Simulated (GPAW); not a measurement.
# ZnS (Wurtzite-2H) (P6_3mc) in GPAW: further runs, part 2 of 2

GPAW 26.7.0.

### 5 Phonons, PBE+D4

run.py

```python
import json
import numpy as np
from ase import Atoms
from ase.calculators.mixing import SumCalculator
from ase.constraints import FixSymmetry
from ase.filters import FrechetCellFilter
from ase.io import read, write
from ase.optimize import BFGS
from dftd4.ase import DFTD4
from phonopy import Phonopy
from phonopy.structure.atoms import PhonopyAtoms
from gpaw import GPAW, PW

atoms = read('ZnS.cif')

calc = GPAW(mode=PW(600),
            xc='PBE',
            kpts={'size': (7, 7, 4), 'gamma': True},
            occupations={'name': 'fermi-dirac', 'width': 0.05},
            setups={'S': 'v3'},
            nbands=-13,
            convergence={'density': 1e-06, 'eigenstates': 1e-09},
            maxiter=150,
            txt='gpaw.txt')
atoms.calc = SumCalculator([calc, DFTD4(method='pbe')])
atoms.set_constraint(FixSymmetry(atoms))
BFGS(FrechetCellFilter(atoms), trajectory='relax.traj', logfile='-').run(fmax=0.005, steps=40)
atoms.set_constraint()
energy = atoms.get_potential_energy()
forces = atoms.get_forces()
stress = atoms.get_stress()
calc.write('gs.gpw')
write('result.traj', atoms)
print('Cell:', atoms.cell.cellpar().round(4))
print(atoms.get_scaled_positions().round(5))

def force_constants(scale):
    unit = PhonopyAtoms(symbols=atoms.get_chemical_symbols(), cell=atoms.cell[:] * scale**(1 / 3),
                        scaled_positions=atoms.get_scaled_positions())
    ph = Phonopy(unit, supercell_matrix=np.diag([1, 1, 1]), primitive_matrix=np.eye(3), symprec=1e-4)
    ph.generate_displacements(distance=0.02)
    forces = []
    for i, sc in enumerate(ph.supercells_with_displacements):
        a = Atoms(sc.symbols, cell=sc.cell, scaled_positions=sc.scaled_positions, pbc=True)
        c = GPAW(mode=PW(510),
                 xc='PBE',
                 kpts={'size': (7, 7, 4), 'gamma': True},
                 occupations={'name': 'fermi-dirac', 'width': 0.05},
                 setups={'S': 'v3'},
                 nbands=-13,
                 convergence={'density': 1e-06, 'eigenstates': 1e-09},
                 maxiter=150,
                 txt=f'disp-{scale:.3f}-{i:02d}.txt')
        a.calc = SumCalculator([c, DFTD4(method='pbe')])
        f = a.get_forces()
        forces.append(f - f.mean(axis=0))
        print(f'displacement {i}: drift', f.mean(axis=0).round(5), flush=True)
    ph.forces = forces
    ph.produce_force_constants()
    ph.symmetrize_force_constants()
    return ph

qpoints = [[0.0, 0.0, 0.0]]
results = {}
for scale in [1.0]:
    ph = force_constants(scale)
    ph.run_qpoints(qpoints)
    nu = ph.qpoints.frequencies * 33.35641  # THz to cm^-1
    results[f'{scale:.3f}'] = nu.tolist()
    for qp, f in zip(qpoints, nu):
        print(scale, np.round(qp, 4), f.round(2))
json.dump(results, open('phonons.json', 'w'))
```

ZnS.cif

```cif
data_ZnS
_cell_length_a 3.81100000
_cell_length_b 3.81100000
_cell_length_c 6.23400000
_cell_angle_alpha 90.00000000
_cell_angle_beta 90.00000000
_cell_angle_gamma 120.00000000
_space_group_name_H-M_alt 'P1'
_space_group_name_Hall 'P 1'
_space_group_IT_number 1
loop_
_space_group_symop_operation_xyz
'x,y,z'
loop_
_atom_site_label
_atom_site_type_symbol
_atom_site_symmetry_multiplicity
_atom_site_Wyckoff_symbol
_atom_site_fract_x
_atom_site_fract_y
_atom_site_fract_z
_atom_site_occupancy
Zn1 Zn 1 a 0.6666666667 0.3333333333 0.5000000000 1
Zn2 Zn 1 a 0.3333333333 0.6666666667 0.0000000000 1
S1 S 1 a 0.6666666667 0.3333333333 0.8850000000 1
S2 S 1 a 0.3333333333 0.6666666667 0.3850000000 1
```

Potentials or basis: GPAW PAW data sets (gpaw-data 1.2.1), newer versions, pw.

The run is started by

```console
> OMP_NUM_THREADS=1 python run.py
```

gpaw.txt:

```text
__  _  _
 | _ |_)|_||  |
 |__||  | ||/\| - 26.7.0

Input parameters:
  mode=PW(ecut=600.0),
  convergence={'density': 1e-06, 'eigenstates': 1e-09},
  kpts=MonkhorstPack(size=(7, 7, 4), gamma=True),
  maxiter=150,
  nbands=-13,
  occupations=Occupations(name='fermi-dirac', width=0.05),
  setups={'S': 'v3'},
  xc=XC(name='PBE')

Diagonalizing LCAO Hamiltonian
Converting LCAO to pw mode

            S

            Zn
        S

        Zn

Atoms  # Å, Bohr magnetons
|   | symbol |        x |        y |        z |    initial magnetic moments |
|---|--------|----------|----------|----------|-----------------------------|
| 0 |     Zn | 1.905500 | 1.100141 | 3.117000 | ( 0.0000,  0.0000,  0.0000) |
| 1 |     Zn | 0.000000 | 2.200282 | 0.000000 | ( 0.0000,  0.0000,  0.0000) |
| 2 |      S | 1.905500 | 1.100141 | 5.517090 | ( 0.0000,  0.0000,  0.0000) |
| 3 |      S | 0.000000 | 2.200282 | 2.400090 | ( 0.0000,  0.0000,  0.0000) |

Unit cell  # Å
| periodic |         x |        y |        z |  lengths |     angles |
|----------|-----------|----------|----------|----------|------------|
|      yes |  3.811000 | 0.000000 | 0.000000 | 3.811000 |  90.000000 |
|      yes | -1.905500 | 3.300423 | 0.000000 | 3.811000 |  90.000000 |
|      yes |  0.000000 | 0.000000 | 6.234000 | 6.234000 | 120.000000 |

Number of symmetries: 6
Symmetry operations  # r_c * U_cc + t_c -> r_c
|   | kind |            matrix            |
|---|------|------------------------------|
| 0 |  σ   |  1, 1, 0,  0,-1, 0,  0, 0, 1 |
| 1 |  E   |  1, 0, 0,  0, 1, 0,  0, 0, 1 |
| 2 |  C3  |  0, 1, 0, -1,-1, 0,  0, 0, 1 |
| 3 |  σ   |  0,-1, 0, -1, 0, 0,  0, 0, 1 |
| 4 |  σ   | -1, 0, 0,  1, 1, 0,  0, 0, 1 |
| 5 |  C3  | -1,-1, 0,  1, 0, 0,  0, 0, 1 |
[... 219 lines left out ...]
Atoms  # Å, Bohr magnetons
|   | symbol |        x |        y |        z |    initial magnetic moments |
|---|--------|----------|----------|----------|-----------------------------|
| 0 |     Zn | 1.905820 | 1.100326 | 3.119427 | ( 0.0000,  0.0000,  0.0000) |
| 1 |     Zn | 0.000000 | 2.200651 | 0.004717 | ( 0.0000,  0.0000,  0.0000) |
| 2 |      S | 1.905820 | 1.100326 | 5.508320 | ( 0.0000,  0.0000,  0.0000) |
| 3 |      S | 0.000000 | 2.200651 | 2.393610 | ( 0.0000,  0.0000,  0.0000) |

Unit cell  # Å
| periodic |         x |        y |         z |  lengths |     angles |
|----------|-----------|----------|-----------|----------|------------|
|      yes |  3.811640 | 0.000000 | -0.000000 | 3.811640 |  90.000000 |
|      yes | -1.905820 | 3.300977 | -0.000000 | 3.811640 |  90.000000 |
|      yes |  0.000000 | 0.000000 |  6.229421 | 6.229421 | 120.000000 |

[... 163 lines left out ...]
  External:          0.000000
  Xc:              -17.552283
  Entropy:          -0.000000
  Spinorbit:         0.000000
  ----------------------------
  Free energy:     -13.758520
  Extrapolated:    -13.758520
[... 276 lines left out ...]
Stress tensor  # eV/Ang^3
|         x |         y |         z |
|-----------|-----------|-----------|
| -0.012947 | -0.000000 | -0.000000 |
| -0.000000 | -0.012947 |  0.000000 |
| -0.000000 |  0.000000 | -0.020767 |

Forces  # eV/Ang
|        x |       y |        z |
|----------|---------|----------|
|  0.00000 | 0.00000 | -0.05106 |  # Zn   0
| -0.00000 | 0.00000 | -0.05106 |  # Zn   1
|  0.00000 | 0.00000 |  0.05107 |  # S    2
| -0.00000 | 0.00000 |  0.05104 |  # S    3

Interpolating wave functions to new cell
[... 466 lines left out ...]
Stress tensor  # eV/Ang^3
|         x |         y |         z |
|-----------|-----------|-----------|
| -0.014261 | -0.000000 |  0.000000 |
| -0.000000 | -0.014261 | -0.000000 |
|  0.000000 | -0.000000 | -0.018340 |

Forces  # eV/Ang
|        x |       y |        z |
|----------|---------|----------|
|  0.00000 | 0.00000 |  0.01071 |  # Zn   0
| -0.00000 | 0.00000 |  0.01071 |  # Zn   1
|  0.00000 | 0.00000 | -0.01068 |  # S    2
|  0.00000 | 0.00000 | -0.01069 |  # S    3

Interpolating wave functions to new cell
[... 16 lines left out ...]
Unit cell  # Å
| periodic |         x |         y |         z |  lengths |     angles |
|----------|-----------|-----------|-----------|----------|------------|
|      yes |  3.797791 | -0.000000 | -0.000000 | 3.797791 |  90.000000 |
|      yes | -1.898895 |  3.288983 |  0.000000 | 3.797791 |  90.000000 |
|      yes | -0.000000 | -0.000000 |  6.222591 
[... cut ...]
occ | energy [eV] | rcut [Å] |
    |------|--------|-------------|----------|
    |   4s |  2.000 |      -5.977 |    1.286 |
    |   4p |  0.000 |      -1.117 |    1.270 |
    |   3d | 10.000 |     -10.142 |    1.180 |
    |    s |        |      21.234 |    1.286 |
    |    p |        |      26.095 |    1.270 |
    |    d |        |      17.070 |    1.180 |
[... 544 lines left out ...]
SCF iterations
|iter     | |      energy | eigst |  dens |
|---------|-|-------------|-------|-------|
|iter:   1| |  -13.767652 | -2.08 |       |
|iter:   2| |  -13.767528 | -3.41 | -2.70 |
|iter:   3| |  -13.766712c| -4.48 | -2.74 |
|iter:   4| |  -13.766695c| -5.48 | -3.39 |
|iter:   5| |  -13.766694c| -6.22 | -3.81 |
|iter:   6| |  -13.766694c| -6.79 | -4.16 |
|iter:   7| |  -13.766694c| -7.78 | -4.69 |
|iter:   8| |  -13.766694c| -9.14c| -5.34 |
|iter:   9| |  -13.766694c|-10.32c| -5.99 |
|iter:  10| |  -13.766694c| -9.75c| -6.29c|

Converged in 10 steps
Energy contributions relative to reference atoms: (reference = -119439.695635)

Energy contributions:
  Kinetic:          23.779621
  Coulomb:         -19.773739
  Zero:             -0.097088
  External:          0.000000
  Xc:              -17.675488
  Entropy:          -0.000000
  Spinorbit:         0.000000
  ----------------------------
  Free energy:     -13.766694
  Extrapolated:    -13.766694
[... 40 lines left out ...]
Forces  # eV/Ang
|        x |        y |        z |
|----------|----------|----------|
|  0.00000 |  0.00000 | -0.00255 |  # Zn   0
| -0.00000 |  0.00000 | -0.00255 |  # Zn   1
|  0.00000 | -0.00000 |  0.00258 |  # S    2
| -0.00000 | -0.00000 |  0.00260 |  # S    3

# Writing to gs.gpw (mode='')
```

disp-1.000-00.txt:

```text
__  _  _
 | _ |_)|_||  |
 |__||  | ||/\| - 26.7.0

Input parameters:
  mode=PW(ecut=510.0),
  convergence={'density': 1e-06, 'eigenstates': 1e-09},
  kpts=MonkhorstPack(size=(7, 7, 4), gamma=True),
  maxiter=150,
  nbands=-13,
  occupations=Occupations(name='fermi-dirac', width=0.05),
[... 219 lines left out ...]
|         25 |        13.157 |     0.000 |
|        ... |               |           |
|         30 |        16.043 |     0.000 |

Gap: 2.222 eV
Transition (v -> c):
  (s=0, k=0, n=17, [0.00, 0.00, 0.00]) -> (s=0, k=0, n=18, [0.00, 0.00, 0.00])
No difference between direct/indirect transitions

Forces  # eV/Ang
|        x |        y |        z |
|----------|----------|----------|
| -0.06125 | -0.00103 | -0.14339 |  # Zn   0
| -0.00192 |  0.00002 |  0.02991 |  # Zn   1
|  0.00233 | -0.00004 |  0.07987 |  # S    2
|  0.06083 |  0.00105 |  0.03362 |  # S    3
```

Wall time 15 min (1 thread of Arm Neoverse V1, shared host); peak memory 0.56 GiB.

Results:

- Free energy: -15.0056 eV
- Relaxed volume: 19.47 Å³/atom
- Relaxed cell: a = 3.797 Å, b = 3.797 Å, c = 6.238 Å, α = 90.00°, β = 90.00°, γ = 120.00°
- Space group after relaxing (to 0.05 Å): P6_3mc (No. 186)
- Pressure after relaxing: 0.0 GPa
- Band gap on the k mesh: 2.23 eV, direct
- Highest phonon frequency at Γ, LO-TO splitting left out: 339 cm⁻¹
- Dispersion energy per atom: -0.310 eV

Final structure:
```
CELL_PARAMETERS angstrom
3.79709 0.00000 0.00000
-1.89855 3.28838 0.00000
0.00000 0.00000 6.23822
ATOMIC_POSITIONS crystal
Zn 0.66667 0.33333 0.50556
Zn 0.33333 0.66667 0.00556
S 0.66667 0.33333 0.87944
S 0.33333 0.66667 0.37944
```

Phonon frequencies in cm⁻¹ (negative: imaginary):
```
              q point                              frequencies
(0.000, 0.000, 0.000)  0 0 0 67 67 196 278 282 282 289 289 339
```

Caveat: the cutoff is short for stress and forces, so pressures can be off by a GPa or more; the LO-TO splitting is left out.

### 6 Overview

| task | level | potentials or basis | cell | k mesh | cutoff (eV) | band path | band points | convergence | supercell | supercell k mesh | grid spacing | gap on the mesh (eV) | pressure (GPa) |
| --- | --- | --- | --- | --- | --- | --- | --- | --- | --- | --- | --- | --- | --- |
| band structure | PW91 | PAW data sets generated in the run's folder for this functional, pw | as given | 6 × 6 × 3 | 600 | GMKGALHA,LM,KH | 80 | - | - | - | - | 2.21 | 2.0 |
| equation of state | PBE | GPAW PAW data sets (gpaw-data 1.2.1), fd | as given | 6 × 6 × 3 | - | - | - | - | - | - | 0.16 Å | - | - |
| phonons | PBE+D4 | GPAW PAW data sets (gpaw-data 1.2.1), newer versions, pw | relaxed | 7 × 7 × 4 | 510 | - | - | density=1e-06 eigenstates=1e-09 | 1 × 1 × 1 | 7 × 7 × 4 | - | 2.23 | 0.0 |

Alike in all rows: no spin polarisation; smearing fermi-dirac 0.05 eV.

Caveats: the cutoff is short for stress and forces, so pressures can be off by a GPa or more (some runs); the LO-TO splitting is left out (some runs).

Absolute energies hang on the potentials; compare differences alone.

### 7 Comparison with measurements

Step 3. Measured gap of ZnS: 3.911 eV (direct; 4 K; a printed reference work, monograph). This calculation gives 2.21 eV (-1.70 eV). The value is that of PW91, without temperature or zero-point motion. Semilocal functionals fall short of measured gaps as a rule.

Step 5. Against the measured gap of ZnS, 3.911 eV (direct; 4 K; a printed reference work, monograph), the calculated 2.23 eV is off by -1.68 eV. The value is that of PBE+D4, without temperature or zero-point motion. Semilocal functionals fall short of measured gaps as a rule.
